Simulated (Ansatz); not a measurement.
**Barium, A15 under revPBE: relaxation and energy**

Aim: take barium in the A15 structure, relax it, then solve it on a dense k-mesh. Spin polarisation is left out. The k-meshes are 4×4×4 for the relaxation; 4×4×4 for the dense run.

Method: DFT revPBE, plane waves (420 eV) with PAW, scalar-relativistic; the PAW data stem from PBE, with regenerated cores, in Ansatz 0.2.0.

## Step 1: The structure to begin with

It takes space group Pm-3n (No. 223, cubic). The conventional cell has a = 7.937 Å, b = 7.937 Å, c = 7.937 Å, α = 90.00°, β = 90.00°, γ = 90.00°. Around Ba (site symmetry m-3) lie 12 Ba at 4.44 Å. Ba (site symmetry -4m2) is surrounded by 6 Ba at 3.97 to 4.44 Å.

As a file:

```
CELL_PARAMETERS angstrom
7.93701 0.00000 0.00000
0.00000 7.93701 0.00000
0.00000 0.00000 7.93701
ATOMIC_POSITIONS crystal
Ba 0.00000 0.00000 0.00000
Ba 0.50000 0.50000 0.50000
Ba 0.25000 0.00000 0.50000
Ba 0.75000 0.00000 0.50000
Ba 0.50000 0.25000 0.00000
Ba 0.50000 0.75000 0.00000
Ba 0.00000 0.50000 0.25000
Ba 0.00000 0.50000 0.75000
```

## Step 2: Relaxation of the cell

input.yaml reads:

```yaml
crystal:
  lattice:
    - [7.9370052598, 0.0, 0.0]
    - [0.0, 7.9370052598, 0.0]
    - [0.0, 0.0, 7.9370052598]
  atoms:
    - { symbol: Ba, position: [0.0, 0.0, 0.0] }
    - { symbol: Ba, position: [0.5, 0.5, 0.5] }
    - { symbol: Ba, position: [0.25, 0.0, 0.5] }
    - { symbol: Ba, position: [0.75, 0.0, 0.5] }
    - { symbol: Ba, position: [0.5, 0.25, 0.0] }
    - { symbol: Ba, position: [0.5, 0.75, 0.0] }
    - { symbol: Ba, position: [0.0, 0.5, 0.25] }
    - { symbol: Ba, position: [0.0, 0.5, 0.75] }
hamiltonian:
  xc: revpbe
  pseudopotentials:
    kind: paw
    azcp:
      Ba: "pseudopotentials/Ba.paw.azcp"
basis:
  ecutwfc: 420
  fft_grid_basis: typed
kpoints:
  mp_grid: { grid: [4, 4, 4], shift: [0, 0, 0] }
magnetization:
  spin_polarized: false
scf:
  occupations: { method: fermi_dirac, width: 0.1 }
relax:
  max_steps: 60
  f_tol: 0.01
  cell: {}
output:
  write_density: true
  write_potential: true
  elf: true
  volumetric_format: npy
```

Launch:

```bash
$ ansatz run input.yaml --threads 4 --pin off --max-ram 8192MiB --backend cpu --events-out ev --progress --plain --runs-dir out
```

Further steps of the session: The energy on a finer k-mesh.

What does the calculation give? Wanted: space group; conventional cell; volume; shortest distance; gap on the mesh; relative to bcc.

**Answer**, as computed:

| quantity | value |
| --- | --- |
| space group (spins left aside) | Pm-3n (No. 223) |
| conventional cell | a = 8.179 Å |
| volume | 68.405 Å³/atom |
| shortest distance | 4.090 Å |
| gap on the mesh | none (levels filled in part) |
| relative to bcc | +47 meV/atom |

From the guessed start the volume grew by 9.4 % in 4 steps. It lies 47 meV/atom above the element's reference form at the same level (bcc, from a run of its own). Levels at the Fermi energy are filled in part, as in a metal. Relaxation kept the symmetry; phonons were not checked.
